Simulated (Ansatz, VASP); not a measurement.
One calculation of Sc, two programs

File INCAR:

```
ALGO = Normal
EDIFF = 1E-7
ENCUT = 520
GGA = PE
ISIF = 2
ISMEAR = -1
LASPH = True
LCHARG = False
LREAL = False
LWAVE = False
NBANDS = 12
NELM = 100
PREC = Accurate
SIGMA = 0.05
```

The input KPOINTS:

```
k-points
0
Gamma
  10 10 10
```

Contents of POSCAR:

```
Sc
1.0
   -1.9299025810      1.9299025810      1.7289781858
    1.9299025810     -1.9299025810      1.7289781858
    1.9299025810      1.9299025810     -1.7289781858
Sc
1
Direct
    0.0000000000      0.0000000000      0.0000000000
```

input.yaml

```yaml
crystal:
  lattice:
    - [-1.929902581, 1.929902581, 1.7289781858]
    - [1.929902581, -1.929902581, 1.7289781858]
    - [1.929902581, 1.929902581, -1.7289781858]
  atoms:
    - { symbol: Sc, position: [0.0, 0.0, 0.0] }
hamiltonian:
  xc: pbe
  pseudopotentials: { kind: paw }
kpoints:
  mp_grid: { grid: [10, 10, 10] }
scf:
  occupations: { method: fermi_dirac, width: 0.05 }
output:
  forces: true
  stress: true
  eigenvalues: true
  write_density: true
  write_potential: true
  elf: true
  volumetric_format: npy
```

Change from the starting cell: volume scaled by 1.02.

Alike in both runs: task single point; functional PBE; k mesh 10 × 10 × 10; occupations fermi-dirac, width 0.05 eV; no spin polarisation.

|  | VASP | Ansatz |
| --- | --- | --- |
| version | VASP 6.6.1 | Ansatz 0.2.0 |
| potentials or method | VASP PAW PBE potentials, release 64 (Sc_sv) | Ansatz PAW |
| plane-wave cutoff (eV) | 520 | 420 |
| valence electrons in the cell | 11 | 11 |

```tsv
	VASP	Ansatz	Ansatz less VASP
gap on the k mesh at the Fermi level (eV)	none	none	-
pressure (GPa)	-1.7	-1.7	-0.03
largest component of the traceless stress (GPa)	0.70	0.70	+0.004
```

A gap of «none» marks a metal or a gap that the smearing closes. With one functional, cell and mesh, what is left measures potentials, basis and numerics.
